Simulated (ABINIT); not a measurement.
An input for ABINIT 10.8.3 (GaN (P6_3mc)):

```
acell 3*1.0 Angstrom
rprim 
  3.190000000016 -0.000000000004 0.000000000000
  -1.595000000005 2.762621038088 0.000000000000
  0.000000000000 0.000000000000 5.189000000000
ntypat 2
znucl 31 7
natom 4
typat 1 1 2 2
xred 
  0.666666666667 0.333333333333 0.000000000000
  0.333333333333 0.666666666667 0.500000000000
  0.666666666667 0.333333333333 0.375000000000
  0.333333333333 0.666666666667 0.875000000000
pp_dirpath "pseudos"
pseudos "Ga.upf, N.upf"
ecut 45
ngkpt 6 6 4
nshiftk 1
shiftk 0.11 0.21 0.31
kptopt 3
chksymbreak 0
iscf -2
irdden 1
istwfk *1
nband 42
nbdbuf 4
tolwfr 1e-09
nstep 60
prtvol 0
indata_prefix "in"
outdata_prefix "out"
tmpdata_prefix "tmp"
```

The database entry behind the starting cell has ideal inner coordinates that were not refined, so it need not match the best structure at ambient conditions.

```sh
OMP_NUM_THREADS=1 mpirun -n 8 abinit run.abi > log
```

Question: Estimate wall time and host memory on 8 MPI ranks of Arm Neoverse V1, shared host.

It took 64 s; on shared hardware allow 32 s to 2.1 min. Peak host memory was 0.94 GiB.

[Paths, hosts, dates, memory and timing lines, banners, echoed tables and standing remarks are left out of the program output.]

[Logs are printed without paths, hosts, clocks, repeated set-up lines and the standing remarks that a program may print on its own settings, such as how far it seeks lower states.]

[Runs of the session that timed out or met a known fault of the program may be left out.]

[Hosts, paths, dates, database ids (printed as entryN), source tags and the programs' standing remarks are cut or masked in the printed files.]

[G0W0 gaps are taken among the corrected bands and points alone; a level outside them can change the order at an edge.]

[Where Ansatz stands beside ABINIT at settings called matched, ABINIT's density can come from a denser mesh and the files from another edition; pairs whose starting gaps differed by over 0.03 eV were left out, so agreement reads better than it is.]
